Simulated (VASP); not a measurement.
**C: relaxation of cell and atoms with AM05**

The system is C.

```
C
1.0
     2.61972    0.00000    0.00000
     0.00000    2.61972    0.00000
     0.00000    0.00000    2.61972
C
3
Direct
  0.00000 0.50000 0.50000
  0.50000 0.00000 0.50000
  0.50000 0.50000 0.00000
```

The cell was built by a generator and needn't be a form met in nature.

```yaml
Program: VASP 6.6.1
Task: relaxation of cell and atoms
Functional: AM05
Potentials_or_basis: VASP PAW PBE potentials, release 64 (C)
Cutoff: 600 eV
k_mesh: 10 × 10 × 10
Occupations: fermi-dirac, width 0.05 eV
Spin: no spin polarisation
Further_INCAR_settings: ALGO = Normal; EDIFF = 1e-06; IBRION = 2; EDIFFG = -0.01; NSW = 60; ISIF = 3
```

```
Relaxed volume                         : 5.66 Å³/atom
Relaxed cell                           : a = 2.570 Å, b = 2.570 Å, c = 2.570 Å, α = 90.00°, β = 90.00°, γ = 90.00°
Space group after relaxing (to 0.05 Å) : Pm-3m (No. 221)
Energy gained by relaxing              : 12.4 meV/atom
Ionic steps                            : 3
Pressure after relaxing                : 0.0 GPa
Band gap on the k mesh                 : none (metal or under the smearing width)
```

The path:
```csv
step,energy change (eV),largest force (eV/Å),pressure (GPa),volume (Å³)
1,0.0000,0.0000,-9.44,17.98
2,-0.0369,0.0000,-1.57,17.08
3,-0.0373,0.0000,0.02,16.98
```

Final structure:
```cif
data_structure
_symmetry_space_group_name_H-M 'P 1'
_symmetry_Int_Tables_number 1
_cell_length_a 2.5705
_cell_length_b 2.5705
_cell_length_c 2.5705
_cell_angle_alpha 90.000
_cell_angle_beta 90.000
_cell_angle_gamma 90.000
_cell_volume 16.98
loop_
_atom_site_label
_atom_site_type_symbol
_atom_site_fract_x
_atom_site_fract_y
_atom_site_fract_z
_atom_site_occupancy
C1 C 0.00000 0.50000 0.50000 1
C2 C 0.50000 0.00000 0.50000 1
C3 C 0.50000 0.50000 0.00000 1
```

Levels at points of the mesh, in eV from the Fermi level:
```csv
k point,band 4,band 5,band 6,band 7,band 8,band 9
"(0.00, 0.00, 0.00)",-8.53,-2.63,-2.63,4.51,4.51,4.51
"(0.50, 0.00, 0.00)",-5.63,-0.97,-0.97,-0.17,0.35,2.11
"(0.50, 0.50, 0.00)",-11.32,-1.48,0.00,0.00,2.71,4.93
"(0.50, 0.50, 0.50)",-9.91,-9.87,-9.87,-9.87,3.98,10.81
```

Run time: 17 s on 1 thread of Intel(R) Xeon(R) Platinum 8259CL CPU @ 2.50GHz (Skylake/Cascade Lake), with other jobs on the host, peak memory 0.13 GiB.

Caveat: the PAW data sets were made with another functional, which shifts forces and pressure a little.
